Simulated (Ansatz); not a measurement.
Level of theory: DFT PBE, scalar-relativistic, plane waves, PAW (Ansatz 0.2.0). All cells share a 420 eV cutoff and Γ-centred k meshes spaced about 0.3 Å⁻¹ or finer (0.25 for metals, 2π included). No spin polarisation in the final relaxations.

Temperature and zero-point effects are left out. All come from trial cells, and lower structures may exist.

Question: These unrelaxed guesses for KF are each relaxed within their symmetry. Order them by the energy at which they end, lowest first.
1.

Space group P-6m2 (No. 187). a = 3.797 Å, b = 3.797 Å, c = 3.763 Å, α = 90.00°, β = 90.00°, γ = 120.00°
```csv
atom,site,symmetry,x,y,z
K,1b,-6m2,0.0000,0.0000,0.5000
F,1e,-6m2,0.6667,0.3333,0.0000
```

2.

Space group P6_3/mmc (No. 194). a = 3.959 Å, b = 3.959 Å, c = 13.143 Å, α = 90.00°, β = 90.00°, γ = 120.00°
```csv
atom,site,symmetry,x,y,z
K,2c,-6m2,0.3333,0.6667,0.2500
K,2a,-3m.,0.0000,0.0000,0.0000
F,4f,3m.,0.3333,0.6667,0.6183
```

3.

Space group Fm-3m (No. 225). a = 5.379 Å, b = 5.379 Å, c = 5.379 Å, α = 90.00°, β = 90.00°, γ = 90.00°
```csv
atom,site,symmetry,x,y,z
K,4a,m-3m,0.0000,0.0000,0.0000
F,4b,m-3m,0.5000,0.0000,0.0000
```

4.

Space group P6_3/mmc (No. 194). a = 3.403 Å, b = 3.403 Å, c = 8.359 Å, α = 90.00°, β = 90.00°, γ = 120.00°
```csv
atom,site,symmetry,x,y,z
K,2a,-3m.,0.0000,0.0000,0.5000
F,2c,-6m2,0.6667,0.3333,0.7500
```

Answer: 3 (ends in Fm-3m, rock salt type, 0 meV/atom), 2 (ends in P6_3/mmc, 18 meV/atom), 4 (ends in P6_3/mmc, nickel arsenide type, 41 meV/atom), 1 (ends in P-6m2, tungsten carbide type, 62 meV/atom).

Cells relaxed within their symmetry can be saddle points. The Fm-3m cell has the structure into which a cell as deposited in COD relaxes. Some types were kept out of the candidates beforehand, so the set may lack a known form.
